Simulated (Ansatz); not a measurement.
Wanted: the native input for an Ansatz 0.2.0 run.

```yaml
Task: band structure
Functional: HSEsol
Potentials_or_basis: Ansatz PAW
Cutoff: "420 eV (not typed: the program's choice for these potentials)"
k_mesh: 6 × 6 × 6
Occupations: fermi-dirac, width 0.05 eV
Spin: no spin polarisation
Path: "[[\"G\", \"X\", \"Y\", \"S\", \"G\", \"Z\", \"S1\", \"N\", \"P\", \"Y1\", \"Z\"], [\"X\", \"P\"]]"
Points_for_each_segment_of_the_path: 4
```

Si2W:

```xyz
3
Lattice="-1.6069 1.6069 3.9150 1.6069 -1.6069 3.9150 1.6069 1.6069 -3.9150" Properties=species:S:1:pos:R:3 pbc="T T T"
W     0.0000    0.0000    0.0000
Si    0.0000    0.0000    5.2092
Si    0.0000    0.0000    2.6207
```

These files were run (other wordings do the same):

input.yaml

```yaml
crystal:
  lattice:
    - [-1.6069, 1.6069, 3.91495]
    - [1.6069, -1.6069, 3.91495]
    - [1.6069, 1.6069, -3.91495]
  atoms:
    - { symbol: W, position: [0.0, 0.0, 0.0] }
    - { symbol: Si, position: [0.6653, 0.6653, 0.0] }
    - { symbol: Si, position: [0.3347, 0.3347, 0.0] }
hamiltonian:
  xc:
    exchange: hjs_pbesol
    correlation: pbesol
    exx: { coeff: 0.25, omega: 0.207 }
  pseudopotentials: { kind: paw }
kpoints:
  mp_grid: { grid: [6, 6, 6] }
  band_path:
    path:
      - [[0.0, 0.0, 0.0], [0.0, 0.0, 0.5], [-0.084235521, 0.084235521, 0.5], [-0.2921177605, 0.2921177605, 0.2921177605], [0.0, 0.0, 0.0], [0.5, 0.5, -0.5], [0.2921177605, 0.7078822395, -0.2921177605], [0.0, 0.5, 0.0], [0.25, 0.25, 0.25], [0.5, 0.5, -0.084235521], [0.5, 0.5, -0.5]]
      - [[0.0, 0.0, 0.5], [0.25, 0.25, 0.25]]
    npoints: 4
scf:
  occupations: { method: fermi_dirac, width: 0.05 }
  n_extra_bands: 7
output:
  forces: true
  stress: true
  eigenvalues: true
  fatbands: false
```

Potentials or basis: Ansatz PAW.

Run with:

```sh
$ ansatz run input.yaml --threads 2 --pin off --max-ram 5632MiB --backend cpu --events-out ev --progress --plain --runs-dir out
```

Results of the run:

```json
{
  "Pressure": "-5.8 GPa",
  "Largest force": "0.101 eV/Å",
  "Band gap on the k mesh": "none (metal or under the smearing width)"
}
```

Caveat: the k mesh is coarse (spacing up to 0.46 Å⁻¹), so the values aren't converged, least of all with exact exchange; spin-orbit coupling is left out, which moves the levels of the heavy elements; the PAW data sets come from PBE, with cores solved anew for the run's functional, which leaves a small shift of forces and pressure; the thresholds are loose for stress.

Run time: 6.8 min on 2 threads of Intel(R) Xeon(R) Platinum 8259CL CPU @ 2.50GHz (Skylake/Cascade Lake), with other jobs on the host, peak memory 1.4 GiB.
